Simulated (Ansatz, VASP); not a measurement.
**One calculation of BP, two programs**

INCAR

```
PREC = Accurate
ENCUT = 520
EDIFF = 1E-6
ISMEAR = 0
SIGMA = 0.05
LREAL = F
LASPH = T
NELM = 80
ALGO = Normal
ISIF = 2
LWAVE = F
LCHARG = F
GGA = PE
NBANDS = 11
```

The input KPOINTS:

```
regular mesh
0
Gamma
  10 10 10
```

File POSCAR:

```
BP
1.0
    0.0000000000      2.3030350000      2.2690000000
    2.2690000000      0.0000000000      2.2690000000
    2.2690000000      2.3030350000      0.0000000000
B P
1 1
Direct
    0.0000000000      0.0000000000      0.0000000000
    0.7500000000      0.7500000000      0.7500000000
```

Input for Ansatz:

```yaml
crystal:
  lattice:
    - [0.0, 2.303035, 2.269]
    - [2.269, 0.0, 2.269]
    - [2.269, 2.303035, 0.0]
  atoms:
    - { symbol: B, position: [0.0, 0.0, 0.0] }
    - { symbol: P, position: [0.75, 0.75, 0.75] }
basis:
  ecutwfc: 420
kpoints:
  mp_grid: { grid: [10, 10, 10] }
hamiltonian:
  xc: pbe
scf:
  occupations: { method: gaussian, width: 0.05 }
output:
  forces: true
  stress: true
  eigenvalues: true
```

Change from the starting cell: strain +0.0150 x Voigt [0, 1, 0, 0, 0, 0], atoms carried along.

Alike in both runs: task single point; functional PBE; k mesh 10 × 10 × 10; occupations gaussian, width 0.05 eV; no spin polarisation.

```csv
,VASP,Ansatz
version,VASP 6.6.1,Ansatz 0.2.0
potentials or method,"VASP PAW PBE potentials, release 64 (B, P)","scalar-relativistic, plane waves, PAW"
plane-wave cutoff (eV),520,420
valence electrons in the cell,8,8
```

```tsv
	VASP	Ansatz	Ansatz less VASP
gap on the k mesh at the Fermi level (eV)	1.15	1.15	+0.004
least direct gap on the mesh (eV)	3.30	3.31	+0.003
pressure (GPa)	-1.5	-1.3	+0.22
largest component of the traceless stress (GPa)	2.68	2.68	-0.004
```

A k mesh can miss the band edges.
